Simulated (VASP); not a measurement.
# CrO2 (P-3m1) in VASP: further runs

Runs on CrO2. Level: r2SCAN+U. Tasks: single point.

Program: VASP 6.6.1. These are calculated values, not measurements. Logs are shortened: lines on timing, memory, paths and dates and some standing lists are left out, and cuts for length are marked.

## 1. The crystal as given

Symmetry: P-3m1, No. 164, trigonal system. Conventional cell: a = 2.780 Å, b = 2.780 Å, c = 4.485 Å, α = 90.00°, β = 90.00°, γ = 120.00°. Around Cr (site symmetry -3m) lie 6 O at 1.96 Å. Around O (site symmetry 3m) lie 3 Cr at 1.96 Å.

Measurements of this composition are mostly on another form, of space group No. 136.

## 2. Single point, r2SCAN+U, collinear spin, zero start

INCAR reads:

```
SYSTEM = CrO2
  PREC = Accurate
  ENCUT = 520
  EDIFF = 1E-7
  ISMEAR = 0
  SIGMA = 0.05
  LREAL = .False.
  LASPH = .True.
  NELM = 120
  ALGO = Normal
  ISIF = 2
  LWAVE = .False.
  LCHARG = .False.
  ISPIN = 2
  MAGMOM = 0 0 0
  LORBIT = 11
  LMAXMIX = 4
  LDAU = .True.
  LDAUTYPE = 2
  LDAUL = 2 -1
  LDAUU = 5 0
  LDAUJ = 0 0
  LDAUPRINT = 1
  METAGGA = R2SCAN
  LMIXTAU = .True.
  NBANDS = 23
```

KPOINTS reads:

```
regular mesh
0
Gamma
  8 8 4
  0 0 0
```

POSCAR reads:

```
CrO2
1.0
    2.7798784700      0.0000000000      0.0000000000
   -1.3899392400      2.4074453800      0.0000000000
    0.0000000000      0.0000000000      4.4845209400
Cr O
1 2
Direct
    0.0000000000      0.0000000000      0.0000000000
    0.3333333333      0.6666666667      0.2520000000
    0.6666666667      0.3333333333      0.7480000000
```

Potentials or basis: VASP PAW PBE potentials, release 64 (Cr_pv, O).

The run is started by

```sh
cat potpaw_PBE.64/Cr_pv/POTCAR potpaw_PBE.64/O/POTCAR > POTCAR
mpirun -np 1 vasp_std > vasp.out
```

OUTCAR:

```text
SYSTEM = CrO2
   PREC = Accurate
   ENCUT = 520
   EDIFF = 1E-7
   ISMEAR = 0
   LREAL = .False.
   LASPH = .True.
   NELM = 120
   ISIF = 2
   ISPIN = 2
   LORBIT = 11
   METAGGA = R2SCAN

 ion  position               nearest neighbor table
   1  0.000  0.000  0.000-   3 1.96   2 1.96   3 1.96   2 1.96   3 1.96   2 1.96
   2  0.333  0.667  0.252-   1 1.96   1 1.96   1 1.96
   3  0.667  0.333  0.748-   1 1.96   1 1.96   1 1.96

  LATTYP: Found a hexagonal cell.
 ALAT       =     2.7798784700
 C/A-ratio  =     1.6132075515

  Lattice vectors:

 A1 = (   2.7798784700,   0.0000000000,   0.0000000000)
 A2 = (  -1.3899392400,   2.4074453800,   0.0000000000)
 A3 = (   0.0000000000,   0.0000000000,   4.4845209400)

Analysis of symmetry for initial positions (statically):
=====================================================================
 Subroutine PRICEL returns:
 Original cell was already a primitive cell.

 Routine SETGRP: Setting up the symmetry group for a
 hexagonal supercell.

 Subroutine GETGRP returns: Found 12 space group operations
 (whereof 12 operations were pure point group operations)
 out of a pool of 24 trial point group operations.

The static configuration has the point symmetry D_3d.

Analysis of symmetry for dynamics (positions and initial velocities):
=====================================================================
 Subroutine PRICEL returns:
 Original cell was already a primitive cell.

 Routine SETGRP: Setting up the symmetry group for a
 hexagonal supercell.

 Subroutine GETGRP returns: Found 12 space group operations
 (whereof 12 operations were pure point group operations)
 out of a pool of 24 trial point group operations.

The dynamic configuration has the point symmetry D_3d.

Analysis of structural, dynamic, and magnetic symmetry:
=====================================================================
 Subroutine PRICEL returns:
 Original cell was already a primitive cell.

 Routine SETGRP: Setting up the symmetry group for a
 hexagonal supercell.

 Subroutine GETGRP returns: Found 12 space group operations
 (whereof 12 operations were pure point group operations)
 out of a pool of 24 trial point group operations.

The overall configuration has the point symmetry D_3d.

 Subroutine INISYM returns: Found 12 space group operations
 (whereof 12 operations are pure point group operations),
 and found     1 'primitive' translations

----------------------------------------------------------------------------------------

                                     Primitive cell

  volume of cell :      30.0122

  direct lattice vectors                    reciprocal lattice vectors
     2.779878470  0.000000000  0.000000000     0.359727956  0.207689033  0.000000000
    -1.389939240  2.407445380  0.000000000     0.000000000  0.415378064  0.000000000
     0.000000000  0.000000000  4.484520940     0.000000000  0.000000000  0.222989259

  length of vectors
     2.779878470  2.779878477  4.484520940     0.415378065  0.415378064  0.222989259

  position of ions in fractional coordinates (direct lattice)
     0.000000000  0.000000000  0.000000000
     0.333333333  0.666666667  0.252000000
     0.666666667  0.333333333  0.748000000

  ion indices of the primitive-cell ions
   primitive index   ion index
                 1           1
                 2           2
                 3           3

----------------------------------------------------------------------------------------

 KPOINTS: regular mesh

Automatic generation of k-mesh.
 Grid dimensions read from file:
 generate k-points for:    8    8    4

 Generating k-lattice:

  Cartesian coordinates                     Fractional coordinates (reciprocal lattice)
     0.044965995  0.025961129  0.000000000     0.125000000  0.000000000  0.000000000
     0.000000000  0.051922258  0.000000000     0.000000000  0.125000000  0.000000000
     0.000000000  0.000000000  0.055747315     0.000000000  0.000000000  0.250000000

  Length of vectors
     0.051922258  0.051922258  0.055747315

  Shift w.r.t. Gamma in fractional coordinates (k-lattice)
     0.000000000  0.000000000  0.000000000

 Subroutine IBZKPT returns following result:
 ===========================================

 Found     35 irreducible k-points:

 Following reciprocal coordinates:
            Coordinates               Weight
  0.000000  0.000000  0.000000      1.000000
  0.125000  0.000000  0.000000      6.000000
  0.250000  0.000000  0.000000      6.000000
  0.375000  0.000000  0.000000      6.000000
  0.500000  0.000000  0.000000      3.000000
  0.125000  0.125000  0.000000      6.000000
[... 16 lines left out ...]
 -0.125000  0.500000  0.250000     12.000000
  0.250000  0.250000  0.250000     12.000000
 [... further k-points ...]
   k-points           NKPTS =     35   k-points in BZ     NKDIM =     35   number of bands    NBANDS=     23
   number of dos      NEDOS =    301   number of ions     NIONS =      3
   total plane-waves  NPLWV =  20736
   dimension x,y,z NGX =    24 NGY =   24 NGZ =   36
   dimension x,y,z NGXF=    48 NGYF=   48 NGZF=   72
   ions per type =               1   2
   NGX,Y,Z   is equivalent  to a cutoff of  14.35, 14.35, 13.35 a.u.
   NGXF,Y,Z  is equivalent  to a cutoff of  28.71, 28.71, 26.69 a.u.
 SYSTEM =  CrO2
   PREC   = accura    normal or accurate (medium, high low for compatibility)
   ISTART =      0    job   : 0-new  1-cont  2-samecut
   ICHARG =      2    charge: 1-file 2-atom 10-const
   ISPIN  =      2    spin polarized calculation?
   LNONCOLLINEAR =      F non collinear calculations
   LSORBIT =      F    spin-orbit coupling
   LASPH  =      T    aspherical Exc in radial PAW
   ENCUT  =  520.0 eV  38.22 Ry    6.18 a.u.   5.17  5.17  8.34*2*pi/ulx,y,z
   NELM   =    120;   NELMIN=  2; NELMDL= -5     # of ELM steps
   EDIFF  = 0.1E-06   stopping-criterion for ELM
   LREAL  =      F    real-space projection
   EDIFFG = 0.1E-05   stopping-criterion for IOM
   NSW    =      0    number of steps for IOM
   IBRION =     -1    ionic relax: 0-MD 1-quasi-New 2-CG
   NFREE  =      0    steps in history (QN), initial steepest desc. (CG)
   ISIF   =      2    stress and relaxation
   ISYM   =      2    0-nonsym 1-usesym 2-fastsym
   POTIM  = 0.5000    time-step for ionic-motion
   TEBEG  =    0.0;   TEEND  =   0.0 temperature during run
   PSTRESS=    0.0 pullay stress
   NELECT =      24.0000    total number of electrons
   NUPDOWN=      -1.0000    fix difference up-down
   EMIN   =  10.00;   EMAX   =-10.00  energy-range for DOS
   EFERMI =   0.00;   METHOD = LEGACY
   ISMEAR =     0;   SIGMA  =   0.05  broadening in eV -4-tet -1-fermi 0-gaus
   EFERMI_NEDOS =   21; number of points for ismear=-14 and -15
   IALGO  =     38    algorithm
   IMIX   =      4    mixing-type and parameters
     AMIX     =   0.40;   BMIX     =  1.00
     AMIX_MAG =   1.60;   BMIX_MAG =  1.00
  volume/ion in A,a.u.               =      10.00        67.51
  Fermi-wavevector in a.u.,A,eV,Ry     =   1.519541  2.871516 31.415926  2.309005
  Thomas-Fermi vector in A             =   2.628513
   LORBIT       =     11    0 simple, 1 ext, 2 COOP (PROOUT), +10 PAW based schemes
 LDA+U is selected, type is set to LDAUTYPE =  2
   angular momentum for each species LDAUL =     2   -1
   U (eV)           for each species LDAUU =   5.0  0.0
   J (eV)           for each species LDAUJ =   0.0  0.0
   METAGGA = R2SCAN    functional components
   LHFCALC =     F    Hartree Fock is set to
   AEXX    =    0.0000 exact exchange contribution
   IVDW    =     0    specifies the selected vdW correction
   LEPSILON=     F    determine dielectric tensor
   LRPA    =     F    only Hartree local field effects (RPA)
 spin polarized calculation
 Gauss-broadening in eV      SIGMA  =   0.05
  energy-cutoff  :      520.00
  volume of cell :       30.01
 maximum number of plane-waves:       819
 NGX is ok and might be reduce to    24
   NGX = 11   NGY = 11   NGZ = 17

 number of electron      24.0000002 magnetization      -0.0000544

atom =   1  type =  1  l = 2

 onsite density matrix

spin component  1

  0.3799  0.0000  0.0000  0.1201  0.0000
  0.0000  0.5499  0.0000 -0.0000  0.1201
  0.0000  0.0000  0.1407  0.0000  0.0000
  0.1201 -0.0000  0.0000  0.5499 -0.0000
  0.0000  0.1201  0.0000 -0.0000  0.3799

spin component  2

  0.3733  0.0000  0.0000  0.1121  0.0000
  0.0000  0.5369  0.0000 -0.0000  0.1121
  0.0000  0.0000  0.1429  0.0000  0.0000
  0.1121 -0.0000  0.0000  0.5369 -0.0000
  0.0000  0.1121  0.0000 -0.0000  0.3733

 occupancies and eigenvectors

  o =  0.1407  v = -0.0000  0.0000  1.0000  0.0000 -0.0000  0.0000  0.0000  0.0000  0.0000  0.0000      0.0000  0.0000  0.0000  0.0000  0.0000  0.0000  0.0000  0.0000  0.0000  0.0000
  o =  0.1429  v =  0.0000  0.0000  0.0000  0.0000  0.0000 -0.0000  0.0000  1.0000  0.0000 -0.0000      0.0000  0.0000  0.0000  0.0000  0.0000  0.0000  0.0000  0.0000  0.0000  0.0000
  o =  0.3164  v =  0.0000  0.0000  0.0000  0.0000  0.0000 -0.8322  0.1625 -0.0000  0.4229 -0.3197      0.0000  0.0000  0.0000  0.0000  0.0000  0.0000  0.0000  0.0000  0.0000  0.0000
  o =  0.3164  v =  0.0000  0.0000  0.0000  0.0000  0.0000 -0.3197 -0.4229  0.0000  0.1625  0.8322      0.0000  0.0000  0.0000  0.0000  0.0000  0.0000  0.0000  0.0000  0.0000  0.0000
  o =  0.3177  v = -0.8290  0.1648 -0.0000  0.4291 -0.3185  0.0000  0.0000  0.0000  0.0000  0.0000      0.0000  0.0000  0.0000  0.0000  0.0000  0.0000  0.0000  0.0000  0.0000  0.0000
  o =  0.3177  v = -0.3185 -0.4291  0.0000  0.1648  0.8290  0.0000  0.0000  0.0000  0.0000  0.0000      0.0000  0.0000  0.0000  0.0000  0.0000  0.0000  0.0000  0.0000  0.0000  0.0000
  o =  0.5939  v =  0.0000  0.0000  0.0000  0.0000  0.0000 -0.4229 -0.3197 -0.0000 -0.8322 -0.1625      0.0000  0.0000  0.0000  0.0000  0.0000  0.0000  0.0000  0.0000  0.0000  0.0000
  o =  0.5939  v =  0.0000  0.0000  0.0000  0.0000  0.0000  0.1625 -0.8322 -0.0000  0.3197 -0.4229      0.0000  0.0000  0.0000  0.0000  0.0000  0.0000  0.0000  0.0000  0.0000  0.0000
  o =  0.6121  v = -0.4291 -0.3185 -0.0000 -0.8290 -0.1648  0.0000  0.0000  0.0000  0.0000  0.0000      0.0000  0.0000  0.0000  0.0000  0.0000  0.0000  0.0000  0.0000  0.0000  0.0000
  o =  0.6121  v =  0.1648 -0.8290 -0.0000  0.3185 -0.4291  0.0000  0.0000  0.0000  0.0000  0.0000      0.0000  0.0000  0.0000  0.0000  0.0000  0.0000  0.0000  0.0000  0.0000  0.0000

 number of electron      24.0000000 magnetization       0.0315507

 Free energy of the ion-electron system (eV)
  ---------------------------------------------------
  ext. energy  EPLUGINS =         0.00000000
  ---------------------------------------------------
  free energy    TOTEN  =       -25.95914063 eV

  energy without entropy =      -25.95790202  energy(sigma->0) =      -25.95852133

 E-fermi :   4.4952     XC(G=0): -12.4107

 val. band max:        4.4709998663   @ k =   0.3750   0.1250   0.0000
 cond. band min:       4.5091562378   @ k =   0.1250   0.1250   0.0000
 fundamental gap:      0.0381563716
 Fermi energy:         4.4951866846

 spin component 1

 k-point     1 :       0.0000    0.0000    0.0000
  band No.  band energies     occupation
      1     -41.4158      1.00000
      2     -41.2638      1.00000
      3     -41.2638      1.00000
      4     -16.0307      1.00000
      5     -14.1994      1.00000
      6      -1.8049      1.00000
[... 613 lines left out ...]
     22      23.4707      0.00000
     23      23.9875      0.00000

 [... further k-points ...]

 spin component 2

 k-point     1 :       0.0000    0.0000    0.0000
  band No.  band energies     occupation
      1     -41.3709      1.00000
      2     -41.2155      1.00000
      3     -41.2155      1.00000
      4     -16.0355      1.00000
      5     -14.2047      1.00000
      6      -1.8072      1.00000
[... 613 lines left out ...]
     22      23.4724      0.00000
     23      23.9887      0.00000

 [... further k-points ...]

------------------------ aborting loop because EDIFF is reached ----------------------------------------

  FORCE on cell =-STRESS in cart. coord.  units (eV):
  Direction    XX          YY          ZZ          XY          YZ          ZX
  --------------------------------------------------------------------------------------
  -------------------------------------------------------------------------------------
  Total       -1.0699002     -1.0699002     -3.7053348      0.0000000      0.0000000      0.0000000
  in kB      -57.1157031    -57.1157034   -197.8061196      0.0000001      0.0000000      0.0000000
  external PRESSURE =    -104.0125087 kB  Pullay stress =       0.0000000 kB

 VOLUME and BASIS-vectors are now :
 -----------------------------------------------------------------------------
  energy-cutoff  :      520.00
  volume of cell :       30.01
      direct lattice vectors                 reciprocal lattice vectors
     2.779878470  0.000000000  0.000000000     0.359727956  0.207689033  0.000000000
    -1.389939240  2.407445380  0.000000000     0.000000000  0.415378064  0.000000000
     0.000000000  0.000000000  4.484520940     0.000000000  0.000000000  0.222989259

 POSITION                                       TOTAL-FORCE (eV/Angst)
 -----------------------------------------------------------------------------------
      0.00000      0.00000      0.00000         0.000000      0.000000      0.000000
     -0.00000      1.60496      1.13010        -0.000000     -0.000000     -2.211001
      1.38994      0.80248      3.35442         0.000000     -0.000000      2.211001
 -----------------------------------------------------------------------------------
    total drift:                                0.000000     -0.000000      0.000000

  FREE ENERGIE OF THE ION-ELECTRON SYSTEM (eV)
  ---------------------------------------------------
  free  energy   TOTEN  =       -25.9591406279 eV

  energy  without entropy=      -25.9579020248  energy(sigma->0) =      -25.95852133

 total charge

# of ion       s       p       d       tot
------------------------------------------
    1        0.675   6.425   3.928  11.029
    2        1.597   3.380   0.000   4.977
    3        1.597   3.380   0.000   4.977
--------------------------------------------------
tot          3.869  13.186   3.928  20.983

 magnetization (x)

# of ion       s       p       d       tot
------------------------------------------
    1        0.000   0.000   0.037   0.038
    2        0.000  -0.002   0.000  -0.002
    3        0.000  -0.002   0.000  -0.002
--------------------------------------------------
tot          0.001  -0.005   0.037   0.033
```

It took 4.1 min on 1 thread of Intel Xeon Platinum 8488C (Sapphire Rapids), shared host; peak memory 0.2 GiB.

Results:

* Free energy: -25.9591 eV
* Pressure: -10.4 GPa
* Largest force: 2.211 eV/Å
* Band gap on the k mesh: none (metal or under the smearing width)
* Net moment: 0.03 μB per cell
* Site moments: Cr +0.04; O -0.00 μB
* Valence electrons inside the program's atomic spheres: Cr 11.03; O 4.98

Forces in eV/Å, atoms in the order of the input:
```
Cr   0.000  0.000  0.000
O    0.000  0.000 -2.211
O    0.000  0.000  2.211
```

Stress tensor (GPa, compression positive):
```
 -5.71   0.00   0.00
  0.00  -5.71   0.00
  0.00   0.00 -19.78
```

Eigenvalues of the final occupation matrices:
```csv
site,spin,trace,eigenvalues
site 1 d,1,2.00,0.14 0.32 0.32 0.61 0.61
site 1 d,2,1.96,0.14 0.32 0.32 0.59 0.59
```

Caveat: the PAW data sets were made with another functional, which shifts forces and pressure a little.

(Part 1 of 2 ends here.)
